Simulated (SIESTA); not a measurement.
The system is GaAs.

```
As Ga
1.0
     0.00000    2.82685    2.82685
     2.82685    0.00000    2.82685
     2.82685    2.82685    0.00000
As Ga
1 1
Cartesian
  4.2403 4.2403 4.2403
  0.0000 0.0000 0.0000
```

Base run:

| Property | Result |
| --- | --- |
| Program | SIESTA 5.4.2 |
| Functional | vdW-DF-cx |
| Potentials or basis | PseudoDojo 0.4 standard (PBE files) |
| Basis | DZP (energy shift 0.003 Ry; two zetas on semicore shells) |
| Grid cutoff | 800 Ry |
| Energy shift | 0.003 Ry |
| k mesh | 8 × 8 × 8 |
| Occupations | fermi-dirac, width 0.05 eV |
| Spin | no spin polarisation |

Its results: band gap on the k mesh 0.58 eV, direct; pressure 2.2 GPa.

After a change of settings the same cell gave: band gap on the k mesh 0.46 eV, direct; pressure 6.8 GPa. Which change was it?
A. functional from vdW-DF-cx to BLYP
B. functional from vdW-DF-cx to AM05; potentials or basis from PseudoDojo 0.4 standard (PBE files) to PseudoDojo 0.4 standard (PBEsol files)
C. functional from vdW-DF-cx to PBE
D. functional from vdW-DF-cx to PBEsol; potentials or basis from PseudoDojo 0.4 standard (PBE files) to PseudoDojo 0.4 standard (PBEsol files)

A.

Caveats: the potentials were made for another functional, which shifts forces and pressure; the basis of atomic orbitals isn't converged, which shifts pressures, moduli and gaps.

Not every run made on this cell is shown here.
